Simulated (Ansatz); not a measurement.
BN: Seebeck coefficient and carrier response

All numbers below come from DFT PBEsol, scalar-relativistic, plane waves, PAW (Ansatz). Cutoff 420 eV, 12×12×12 k-points (Γ-centred), Gaussian smearing of 0.02 eV. No spin polarisation.

Equilibrium structure at this level:
```yaml
crystal:
  lattice:
    - [2.49422, 0.00154, -0.22289]
    - [-1.23848, 2.16503, 0.22286]
    - [-0.93432, -0.90562, 3.55297]
  atoms:
    - { symbol: B, position: [0.99088, 0.99134, 0.99361] }
    - { symbol: N, position: [0.65727, 0.32454, 0.99319] }
```

The crystal is built of layers and no dispersion correction was added, so the binding between them is poorly described, and with it their spacing and whatever depends on it.

Constant relaxation time and rigid bands. The levels are interpolated over the whole zone and filled by a Fermi function at the stated temperature, with the chemical potential set by the electron count. The Kohn–Sham gap on the mesh is 4.25 eV and isn't corrected.

(1) Give the Seebeck coefficient (μV/K; xx, yy, zz) and the conductivity masses (m_e; principal values, sorted) at 300 K against doping (cm⁻³).

(2) At 10¹⁸ cm⁻³, which carrier is lighter?

## Answers

(1)
| doping | S | m* |
| --- | --- | --- |
| n 1e18 | -576 -585 -579 | 0.42 0.50 1.05 |
| n 1e19 | -379 -387 -382 | 0.42 0.50 1.05 |
| n 1e20 | -193 -198 -194 | 0.43 0.49 1.07 |
| n 1e21 | -64 -65 -61 | 0.47 0.49 1.17 |
| p 1e18 | 689 689 690 | 0.65 0.65 7.83 |
| p 1e19 | 491 490 492 | 0.65 0.65 7.83 |
| p 1e20 | 293 292 294 | 0.65 0.65 7.82 |
| p 1e21 | 102 101 104 | 0.66 0.67 7.77 |

(2) Electrons, 0.56 against 0.94 m_e (harmonic means of the principal values).

This form isn't the usual stable structure of the compound.

Cost: 1 run of about 4.9 core-minutes, on Intel Xeon 6975P-C (Granite Rapids) (shared hosts).